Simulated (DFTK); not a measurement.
# HfO2 (Fm-3m) in DFTK: a series of runs

Aim: see how the results for HfO2 move with the level of theory and the settings. Levels: AM05, r2SCAN. Tasks: equation of state, band structure.

All numbers are computed with DFTK 0.8.2; they aren't measurements. Logs are shortened: lines on timing, memory, paths and dates and some standing lists are left out, and cuts for length are marked.

## (1) The structure

Symmetry: Fm-3m, No. 225, cubic system. Conventional cell: a = 5.115 Å, b = 5.115 Å, c = 5.115 Å, α = 90.00°, β = 90.00°, γ = 90.00°. Around Hf (site symmetry m-3m) lie 8 O at 2.21 Å. O (site symmetry -43m) is surrounded by 4 Hf at 2.21 Å.

Measurements of this composition are mostly on another form, of space group No. 14.

## (2) Equation of state, AM05

The input, run.jl:

```julia
using DFTK
using PseudoPotentialData
using Unitful, UnitfulAtomic
using LinearAlgebra, Printf
include("save.jl")
disable_threading()

lines     = readlines("POSCAR")
lattice   = austrip(1u"Å") * parse(Float64, lines[2]) * hcat([parse.(Float64, split(l)) for l in lines[3:5]]...)
symbols   = vcat([fill(Symbol(s), parse(Int, n)) for (s, n) in zip(split(lines[6]), split(lines[7]))]...)
positions = [parse.(Float64, split(l)[1:3]) for l in lines[9:8+length(symbols)]]
pseudopotentials = Dict(:Hf => "Hf.upf", :O => "O.upf")
elements = Dict(s => ElementPsp(s, pseudopotentials; rcut=10.0) for s in unique(symbols))
atoms    = [elements[s] for s in symbols]

build_model(lattice, positions; symmetries=true) =
    model_DFT(lattice, atoms, positions;
              functionals=[:gga_x_am05, :gga_c_am05],
              temperature=austrip(0.05u"eV"),
              smearing=Smearing.FermiDirac(),
              symmetries)
Ecut  = 30.0  # hartree
kgrid = [6, 6, 6]
tol   = 1e-6
to_GPa = ustrip(uconvert(u"GPa", 1u"hartree/bohr^3"))

results["points"] = []
for scale in [0.94, 0.96, 0.98, 1.0, 1.02, 1.04, 1.06]
    println("\n=== scale = ", scale)
    model = build_model(cbrt(scale) * lattice, positions)
    basis = PlaneWaveBasis(model; Ecut, kgrid)
    t0 = time()
    scfres = self_consistent_field(basis;
                                   tol,
                                   nbandsalg=AdaptiveBands(model; n_bands_converge=17))
    seconds = time() - t0
    @printf "SCF: %d iterations, %.1f s\n" scfres.n_iter seconds
    forces = compute_forces_cart(scfres)
    stress = compute_stresses_cart(scfres)
    @printf "V = %.5f Å^3  F = %.8f Ha  max force = %.5f eV/Å  p = %.4f GPa\n" ustrip(auconvert(u"Å^3", model.unit_cell_volume)) scfres.energies.total ustrip(auconvert(u"eV/Å", maximum(norm, forces))) (-tr(stress) / 3 * to_GPa)
    push!(results["points"], save_scf!(scfres; forces, stress, d=Dict{String,Any}("seconds" => seconds, "n_matvec" => get(scfres, :n_matvec, 0))))
end

# third-order Birch-Murnaghan fit in x = V^(-2/3)
V = [0.94, 0.96, 0.98, 1.0, 1.02, 1.04, 1.06] * abs(det(lattice))
E = [p["total"] for p in results["points"]]
x = V .^ (-2 / 3)
c = [x .^ 0 x x .^ 2 x .^ 3] \ E
Δ = c[3]^2 - 3c[2] * c[4]
if Δ > 0
    x0 = (-c[3] + sqrt(Δ)) / 3c[4]
    B0 = 4 / 9 * x0^(7 / 2) * (2c[3] + 6c[4] * x0)
    @printf "V0 = %.4f Å^3  B0 = %.2f GPa\n" ustrip(auconvert(u"Å^3", x0^(-3 / 2))) B0 * to_GPa
end
```

The input, POSCAR:

```
HfO2
1.0
    0.0000000000      2.5575000000      2.5575000000
    2.5575000000      0.0000000000      2.5575000000
    2.5575000000      2.5575000000      0.0000000000
Hf O
1 2
Direct
    0.0000000000      0.0000000000      0.0000000000
    0.7500000000      0.7500000000      0.7500000000
    0.2500000000      0.2500000000      0.2500000000
```

Potentials or basis: SPMS 1.0 (PBE).

The run is started by

```sh
> julia --threads=1 run.jl  # save.jl only writes the numbers to a file and isn't shown; printed stress counts tension as positive; times include loading and compiling
```

The program printed:

```text
=== scale = 0.94
n     Energy            log10(ΔE)   log10(Δρ)   Diag   Δtime
---   ---------------   ---------   ---------   ----   ------
  1   -89.20899914018                   -0.39    6.0    2.43s
  2   -89.25297396520       -1.36       -0.41    3.2    1.23s
  3   -89.39978443920       -0.83       -0.77    3.6    1.84s
  4   -89.43026241059       -1.52       -1.51    2.6    921ms
  5   -89.43057544211       -3.50       -1.74    1.0    1.36s
  6   -89.43087761802       -3.52       -2.13    2.0    755ms
  7   -89.43093768486       -4.22       -3.15    1.8    1.39s
  8   -89.43093902242       -5.87       -3.69    3.4    940ms
  9   -89.43093905121       -7.54       -3.92    2.6    1.58s
 10   -89.43093906772       -7.78       -4.44    1.1    630ms
[... 86 further cycles ...]
  6   -89.42122023362       -3.39       -2.24    2.0    1.02s
  7   -89.42125947068       -4.41       -3.21    1.9    1.56s
  8   -89.42126036770       -6.05       -3.85    3.2    1.19s
  9   -89.42126036495   +   -8.56       -3.87    2.2    1.67s
 10   -89.42126039111       -7.58       -4.45    1.7    901ms
 11   -89.42126038933   +   -8.75       -4.27    2.8    1.71s
 12   -89.42126039156       -8.65       -5.07    1.2    821ms
 13   -89.42126039139   +   -9.75       -4.77    2.6    1.78s
 14   -89.42126039162       -9.64       -5.68    1.5    883ms
 15   -89.42126039162      -11.21       -6.43    2.2    1.71s
SCF: 15 iterations, 21.8 s
V = 35.46360 Å^3  F = -89.42126039 Ha  max force = 0.00000 eV/Å  p = -30.2233 GPa
V0 = 31.8590 Å^3  B0 = 233.17 GPa
```

Run time: 4.9 min. Hardware: 1 thread of Intel Xeon 6975P-C (Granite Rapids), shared host; peak memory 1.5 GiB.

What came out:

* Equilibrium volume: 10.62 Å³/atom (rough: see the caveat)
* Bulk modulus: 233 GPa (rough)

Energy against volume, from the lowest point:
```
volume (Å³/atom)  energy (meV/atom)
          10.483               0.97
          10.706               0.00
          10.929               6.30
          11.152              17.94
          11.375              36.35
          11.598              59.91
          11.821              88.76
```

Caveat: the fit is doubtful: noisy points or a state that changes with volume; the fit of the energies and the printed pressures disagree; the cutoff is short for these potentials, so energies and forces aren't converged, fitted volumes are rough and the log's stress (off by 3 to 10 GPa or more in trials) isn't used; the potentials were made for another functional, which shifts forces and pressure. The run has no spin-orbit coupling, so splittings on Hf are missing.

## (3) Band structure, r2SCAN

The input, run.jl:

```julia
using DFTK
using PseudoPotentialData
using Unitful, UnitfulAtomic
using LinearAlgebra, Printf
include("save.jl")
disable_threading()

lines = readlines("HfO2.cif")
tag(name) = parse(Float64, split(only(filter(startswith(name), lines)))[2])
a, b, c = tag.(["_cell_length_a", "_cell_length_b", "_cell_length_c"])
α, β, γ = deg2rad.(tag.(["_cell_angle_alpha", "_cell_angle_beta", "_cell_angle_gamma"]))
cx, cy  = cos(β), (cos(α) - cos(β) * cos(γ)) / sin(γ)
lattice = austrip(1u"Å") * [a b*cos(γ) c*cx; 0 b*sin(γ) c*cy; 0 0 c*sqrt(1 - cx^2 - cy^2)]
sites     = split.(lines[findlast(startswith("_atom_site_"), lines)+1:end])
symbols   = [Symbol(s[2]) for s in sites]
positions = [parse.(Float64, s[5:7]) for s in sites]
pseudopotentials = Dict(:Hf => "Hf.upf", :O => "O.upf")
elements = Dict(s => ElementPsp(s, pseudopotentials; rcut=10.0) for s in unique(symbols))
atoms    = [elements[s] for s in symbols]

build_model(lattice, positions; symmetries=true) =
    model_DFT(lattice, atoms, positions;
              functionals=r2SCAN(),
              temperature=austrip(0.05u"eV"),
              smearing=Smearing.FermiDirac(),
              symmetries)
Ecut  = 45.0  # hartree
kgrid = [5, 5, 5]
tol   = 1e-6
to_GPa = ustrip(uconvert(u"GPa", 1u"hartree/bohr^3"))

model = build_model(lattice, positions)
basis = PlaneWaveBasis(model; Ecut, kgrid)
display(basis)
scfres = self_consistent_field(basis;
                               tol,
                               nbandsalg=AdaptiveBands(model; n_bands_converge=24),
                               solver=ScfAndersonSolver())
display(scfres.energies)
@printf "Fermi level: %.6f eV\n" ustrip(auconvert(u"eV", something(scfres.εF, NaN)))
forces = compute_forces_cart(scfres)
println("Forces (eV/Å)")
for (s, f) in zip(symbols, forces)
    @printf "%-3s %12.6f %12.6f %12.6f\n" s ustrip.(auconvert.(u"eV/Å", f))...
end
stress = compute_stresses_cart(scfres)
println("Stress (GPa)")
display(round.(stress * to_GPa; digits=4))
println("Levels at the first k-point (eV): ", round.(ustrip.(auconvert.(u"eV", scfres.eigenvalues[1][1:scfres.n_bands_converge])); digits=4))
save_scf!(scfres; forces, stress)

points = Dict("G" => [0.0, 0.0, 0.0], "K" => [0.375, 0.375, 0.75], "L" => [0.5, 0.5, 0.5], "U" => [0.625, 0.25, 0.625], "W" => [0.5, 0.25, 0.75], "X" => [0.5, 0.0, 0.5])
segments = [("G", "X", 7), ("X", "W", 4), ("W", "K", 3), ("K", "G", 7), ("G", "L", 6), ("L", "U", 4), ("U", "W", 3), ("W", "L", 5), ("L", "K", 4), ("U", "X", 3)]
kcoords = vcat([[points[a] + t * (points[b] - points[a]) for t in range(0, 1, n)] for (a, b, n) in segments]...)
bands = compute_bands(scfres, ExplicitKpoints(kcoords); n_bands=26, tol=1e-5)
for (k, ε) in zip(bands.basis.kpoints, bands.eigenvalues)
    @printf "%d %8.4f %8.4f %8.4f " k.spin k.coordinate...
    println(join([@sprintf("%9.4f", e) for e in ustrip.(auconvert.(u"eV", ε .- scfres.εF))]))
end
results["band_energies"] = rows(bands.eigenvalues); results["band_kpoints"] = rows(kcoords)
```

The input, HfO2.cif:

```cif
data_HfO2
_cell_length_a 3.61685119
_cell_length_b 3.61685119
_cell_length_c 3.61685119
_cell_angle_alpha 60.00000000
_cell_angle_beta 60.00000000
_cell_angle_gamma 60.00000000
_space_group_name_H-M_alt 'P1'
_space_group_name_Hall 'P 1'
_space_group_IT_number 1
loop_
_space_group_symop_operation_xyz
'x,y,z'
loop_
_atom_site_label
_atom_site_type_symbol
_atom_site_symmetry_multiplicity
_atom_site_Wyckoff_symbol
_atom_site_fract_x
_atom_site_fract_y
_atom_site_fract_z
_atom_site_occupancy
Hf1 Hf 1 a 0.0000000000 0.0000000000 0.0000000000 1
O1 O 1 a 0.7500000000 0.7500000000 0.7500000000 1
O2 O 1 a 0.2500000000 0.2500000000 0.2500000000 1
```

Potentials or basis: SG15 1.2 (PBE).

The run is started by

```sh
> julia --threads=1 run.jl  # save.jl only writes the numbers to a file and isn't shown; printed stress counts tension as positive; times include loading and compiling
```

The program printed:

```text
PlaneWaveBasis discretization:

    Ecut                 : 45.0 Ha
    fft_size             : (45, 45, 45), 91125 total points
    kgrid                : MonkhorstPack([5, 5, 5])
    num.   red. kpoints  : 125
    num. irred. kpoints  : 10

    Discretized Model(mgga_x_r2scan+mgga_c_r2scan, 3D):
        lattice (in Bohr)    : [6.83486   , 3.41743   , 3.41743   ]
                               [0         , 5.91916   , 1.97305   ]
                               [0         , 0         , 5.58064   ]
        unit cell volume     : 225.77 Bohr³

        atoms                : HfO₂
        atom potentials      : ElementPsp(:Hf, "Hf.upf")
                               ElementPsp(:O, "O.upf")
                               ElementPsp(:O, "O.upf")

        num. electrons       : 38
        spin polarization    : none
        temperature          : 0.0018375 Ha
        smearing             : DFTK.Smearing.FermiDirac()

        terms                : Kinetic()
                               AtomicLocal()
                               AtomicNonlocal()
                               Ewald(nothing)
                               PspCorrection()
                               Hartree()
                               Xc(mgga_x_r2scan, mgga_c_r2scan)
                               Entropy()
n     Energy            log10(ΔE)   log10(Δρ)   log10(Δτ)   Diag   Δtime
---   ---------------   ---------   ---------   ---------   ----   ------
  1   -255.0444226932                   -0.38        1.28    5.6    10.6s
  2   -255.0995229440       -1.26       -0.40        0.79    3.3    7.24s
  3   -255.2929096277       -0.71       -1.15       -0.01    4.0    7.91s
  4   -255.2954375306       -2.60       -1.48       -0.30    2.5    5.36s
  5   -255.2956307616       -3.71       -2.19       -1.44    1.3    4.87s
  6   -255.2956516064       -4.68       -2.72       -2.02    1.8    5.70s
  7   -255.2956534847       -5.73       -3.57       -2.60    1.9    5.02s
  8   -255.2956536088       -6.91       -3.63       -2.81    2.9    7.20s
  9   -255.2956536288       -7.70       -4.30       -3.51    1.2    4.62s
 10   -255.2956536309       -8.67       -4.63       -3.79    2.5    6.01s
 11   -255.2956536311       -9.76       -5.46       -4.64    1.8    5.05s
 12   -255.2956536311      -10.88       -5.35       -4.55    2.6    6.52s
 13   -255.2956536311      -11.16       -6.18       -5.39    1.2    4.65s
Energy breakdown (in Ha):
    Kinetic             117.3898279
    AtomicLocal         -171.1471920
    AtomicNonlocal      -44.4143651
    Ewald               -207.3436135
    PspCorrection       14.3966795
    Hartree             61.5864941
    Xc                  -25.7634845
    Entropy             0.0000000

    total               -255.295653631142
Fermi level: 9.318109 eV
Forces (eV/Å)
Hf      0.000000    -0.000000     0.000000
O      -0.000000     0.000000     0.000000
O      -0.000000    -0.000000    -0.000000
Stress (GPa)
3×3 StaticArraysCore.SMatrix{3, 3, Float64, 9} with indices SOneTo(3)×SOneTo(3):
 15.1195   0.0      0.0
 -0.0     15.1195   0.0
 -0.0      0.0     15.1195
Levels at the first k-point (eV): [-55.8878, -23.8166, -23.8166, -23.8166, -12.2841, -9.6215, -3.0305, -3.0305, -3.0305, -2.9116, -2.9116, -2.9116, -2.6776, 2.1218, 2.1218, 2.1218, 6.8477, 6.8477, 6.8477, 11.3469, 11.3469, 13.6208, 17.6358, 17.6358]
1   0.0000   0.0000   0.0000  -65.2059 -33.1347 -33.1347 -33.1347 -21.6022 -18.9396 -12.3486 -12.3486 -12.3486 -12.2297 -12.2297 -12.2297 -11.9957  -7.1964  -7.1964  -7.1964  -2.4704  -2.4704  -2.4704   2.0288   2.0288   4.3027   8.3177   8.3177   8.3177  12.8827
1   0.0833   0.0000   0.0833  -65.2048 -33.1627 -33.1415 -33.1415 -21.4897 -19.0218 -12.3464 -12.3462 -12.3462 -12.2326 -12.2326 -12.2316 -12.0214  -7.1225  -7.1225  -6.9026  -3.0975  -2.4628  -2.4628   2.1096   2.2575   4.6989   8.0245   8.0245   8.1740  12.5192
1   0.1667   0.0000   0.1667  -65.2020 -33.2377 -33.1599 -33.1599 -21.1756 -19.2363 -12.3399 -12.3399 -12.3391 -12.2401 -12.2401 -12.2369 -12.0788  -6.9026  -6.9026  -6.0874  -4.4362  -2.4749  -2.4749   2.3386   2.5749   5.6213   7.3923   7.3923   7.7346  12.0684
1   0.2500   0.0000   0.2500  -65.1981 -33.3362 -33.1851 -33.1851 -20.7270 -19.5083 -12.3318 -12.3318 -12.3248 -12.2495 -12.2495 -12.2441 -12.1367  -6.5464  -6.5464  -5.8689  -4.9055  -2.5888  -2.5888   2.6519   2.6740   6.7294   6.7799   6.7799   6.9959  12.1640
1   0.3333   0.0000   0.3333  -65.1942 -33.4307 -33.2102 -33.2102 -20.2493 -19.7598 -12.3243 -12.3243 -12.3027 -12.2579 -12.2579 -12.2512 -12.1797  -7.0985  -6.0856  -6.0856  -3.5598  -2.8649  -2.8649   2.4553   3.0408   6.0223   6.3711   6.3711   8.1044  12.6655
1   0.4167   0.0000   0.4167  -65.1913 -33.4975 -33.2285 -33.2285 -19.9330 -19.8755 -12.3196 -12.3196 -12.2779 -12.2630 -12.2630 -12.2564 -12.2050  -7.9382  -5.6132  -5.6132  -3.2434  -3.2434  -2.3574   2.1955   3.3343   5.0512   6.1800   6.1800   9.8700  13.1442
[... 38 lines left out ...]
1   0.5625   0.1250   0.5625  -65.1903 -33.5006 -33.2620 -33.2300 -19.9771 -19.7497 -12.3182 -12.3135 -12.2696 -12.2689 -12.2621 -12.2587 -12.2132  -8.0692  -5.5511  -5.3475  -3.6377  -3.3966  -1.8950   2.2686   3.4383   4.6549   5.8812   6.2013  11.8519  12.2737
1   0.5000   0.0000   0.5000  -65.1903 -33.5215 -33.2352 -33.2352 -19.9943 -19.7324 -12.3181 -12.3181 -12.2659 -12.2646 -12.2646 -12.2583 -12.2133  -8.2399  -5.3763  -5.3763  -3.4551  -3.4551  -1.8267   2.0840   3.4479   4.5969   6.1313   6.1313  11.7782  12.2900
```

It took 3.7 min on 1 thread of Intel Xeon 6975P-C (Granite Rapids), shared host; peak memory 1.8 GiB.

What came out:

```yaml
Free_energy: -6946.9486 eV
Pressure: -15.1 GPa
Band_gap_on_the_k_mesh: 4.06 eV, indirect (least direct gap 4.47 eV)
Band_gap_along_the_path: 3.86 eV, indirect (least direct gap 3.91 eV)
```

Levels at the corners of the path, in eV from the valence-band top:
| point | band 17 | band 18 | band 19 | band 20 | band 21 | band 22 |
| --- | --- | --- | --- | --- | --- | --- |
| Γ | -0.64 | -0.64 | -0.64 | 3.86 | 3.86 | 6.13 |
| X | -1.63 | -1.63 | 0.00 | 3.91 | 5.27 | 6.42 |
| W | -2.64 | -1.49 | -0.21 | 4.81 | 5.02 | 6.89 |
| K | -2.31 | -1.42 | -0.35 | 4.35 | 5.24 | 6.73 |
| Γ | -0.64 | -0.64 | -0.64 | 3.86 | 3.86 | 6.13 |
| L | -2.75 | -1.89 | -1.89 | 4.50 | 4.50 | 6.72 |
| U | -2.31 | -1.42 | -0.35 | 4.35 | 5.24 | 6.73 |
| W | -2.64 | -1.49 | -0.21 | 4.81 | 5.02 | 6.89 |
| L | -2.75 | -1.89 | -1.89 | 4.50 | 4.50 | 6.72 |
| K | -2.31 | -1.42 | -0.35 | 4.35 | 5.24 | 6.73 |
| U | -2.31 | -1.42 | -0.35 | 4.35 | 5.24 | 6.73 |
| X | -1.63 | -1.63 | 0.00 | 3.91 | 5.27 | 6.42 |

Caveat: the k mesh is coarse (spacing up to 0.43 Å⁻¹), so the values aren't converged; so large a pressure means that the cell lies far from this level's equilibrium, or that cutoff or potentials fall short; the potentials were made for another functional, which shifts forces and pressure; spin-orbit coupling is left out, which moves the levels of the heavy elements; the mesh misses the band edges, which the band path finds closer together.
